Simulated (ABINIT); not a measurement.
# Ir: single point with PBE

The system is Ir.

```
Ir
1.0
     0.00000    1.91560    1.91560
     1.91560    0.00000    1.91560
     1.91560    1.91560    0.00000
Ir
1
Direct
  0.00000 0.00000 0.00000
```

| Item | Value |
| --- | --- |
| Program | ABINIT 10.8.3 (patched build) |
| Task | single point |
| Functional | PBE |
| Potentials or basis | JTH PAW PBE v2.0 |
| Cutoff | 435 eV |
| k mesh | 16 × 16 × 16 |
| Occupations | fermi-dirac, width 0.05 eV |
| Spin | no spin polarisation |
| Fine-grid cutoff | 870.764 eV |
| Exchange and correlation inside the PAW spheres | full angular mesh (pawxcdev 0, this build's default; the released program takes 1) |

| Property | Result |
| --- | --- |
| Pressure | 11.7 GPa |
| Band gap on the k mesh | none (metal or under the smearing width) |
| Valence electrons inside the program's atomic spheres | Ir 13.63 (radii [1.3286] Å) |

Levels at points of the mesh, in eV from the Fermi level:
| k point | band 4 | band 5 | band 6 | band 7 | band 8 | band 9 | band 10 | band 11 |
| --- | --- | --- | --- | --- | --- | --- | --- | --- |
| (0.00, 0.00, 0.00) | -11.22 | -3.92 | -3.92 | -3.92 | -1.20 | -1.20 | 5.39 | 13.65 |
| (0.50, 0.00, 0.00) | -8.18 | -4.03 | -4.03 | -0.81 | 0.93 | 0.93 | 5.40 | 7.34 |
| (0.50, 0.50, 0.00) | -8.00 | -7.41 | 0.90 | 1.52 | 1.52 | 1.65 | 5.35 | 10.60 |

Run time: 20 s on 1 thread of Intel(R) Xeon(R) Platinum 8488C (Sapphire Rapids), on a shared host, peak memory 0.11 GiB.

Spin-orbit coupling is left out, which matters for the levels of Ir.
